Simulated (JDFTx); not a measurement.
Set up this calculation in JDFTx 1.7.0 (patched build), as the native input.

```
Task                                    : single point
Functional                              : BJ06
Potentials or basis                     : SG15-PBE-1.2
Cutoff                                  : 1088 eV
Density cutoff                          : 8708 eV
k mesh                                  : 5 × 5 × 5
Occupations                             : fermi-dirac, width 0.05 eV
Spin                                    : no spin polarisation
SCF threshold on the residual           : 1e-05
Bands                                   : 9
Density cutoff over wavefunction cutoff : 8
Max SCF steps                           : 100
SCF threshold on the energy             : 1e-09 Ha
Solver of the electrons                 : scf
Further solve for the empty bands       : yes
```

Crystal: Si.

```
CELL_PARAMETERS angstrom
0.00000 2.72185 2.72185
2.72185 0.00000 2.72185
2.72185 2.72185 0.00000
ATOMIC_POSITIONS crystal
Si 0.50000 0.50000 0.50000
Si 0.75000 0.75000 0.75000
```

The input as run:

Si.in

```
lattice \
    0.0000000000     2.7218511865     2.7218511865 \
    2.7218511865     0.0000000000     2.7218511865 \
    2.7218511865     2.7218511865     0.0000000000
latt-scale 1.889726124626 1.889726124626 1.889726124626
coords-type Lattice
ion Si     0.5000000000     0.5000000000     0.5000000000 1
ion Si     0.7500000000     0.7500000000     0.7500000000 1

ion-species pseudo/Si.upf
elec-cutoff 40 320
elec-ex-corr mgga-x-bj06 lda-c-pw
kpoint-folding 5 5 5
elec-smearing Fermi 0.0018374661
elec-n-bands 9
electronic-SCF nIterations 100 energyDiffThreshold 1e-09 residualThreshold 1e-05
electronic-minimize nIterations 30 energyDiffThreshold 1e-7
converge-empty-states yes
forces-output-coords Cartesian

dump-name run.$VAR
dump End Ecomponents EigStats BandEigs Kpoints Forces ElecDensity KEdensity
```

Potentials or basis: SG15-PBE-1.2.

Command:

```bash
$ jdftx -c 1 -i Si.in -o Si.out
```

Results of the run:

```
Band gap on the k mesh : 0.91 eV, indirect (least direct gap 2.98 eV)
```

Caveat: the k mesh is coarse; the empty levels aren't tightly converged; a model potential gives levels but no total energy; an odd mesh through Γ misses points on the zone boundary, where band edges often lie.

Wall time 2.1 min on 1 thread of Arm Neoverse N1, with other jobs on the host, peak memory 0.16 GiB.
